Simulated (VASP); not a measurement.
A run of VASP 6.6.1:

Contents of INCAR:

```
PREC = Accurate
ENCUT = 520
EDIFF = 1E-6
ISMEAR = -1
SIGMA = 0.05
LREAL = False
LASPH = True
NELM = 150
ALGO = Normal
ISIF = 2
LWAVE = False
LCHARG = False
ISPIN = 2
MAGMOM = 1
LORBIT = 11
LMAXMIX = 4
GGA = PE
NBANDS = 18
```

KPOINTS

```
regular mesh
0
Gamma
  14 14 14
```

The input POSCAR:

```
Rh
1.0
    2.5015554337      0.0000000000      0.0000000000
    0.0000000000      2.5015554337      0.0000000000
    0.0000000000      0.0000000000      2.5015554337
Rh
1
Direct
    0.0000000000      0.0000000000      0.0000000000
```

Potentials or basis: VASP PAW PBE potentials, release 64 (Rh_pv).

Launch:

```bash
$ cat potpaw_PBE.64/Rh_pv/POTCAR > POTCAR
$ mpirun -np 1 vasp_std > vasp.out
```

Hardware: 1 thread of Intel(R) Xeon(R) Platinum 8488C (Sapphire Rapids), on a shared host.

Task: Estimate the wall time of this run.

Result: Run time: 49 s on 1 thread of Intel(R) Xeon(R) Platinum 8488C (Sapphire Rapids), with other jobs on the host, peak memory 0.17 GiB. Counts: scf iterations 12, k points 120.
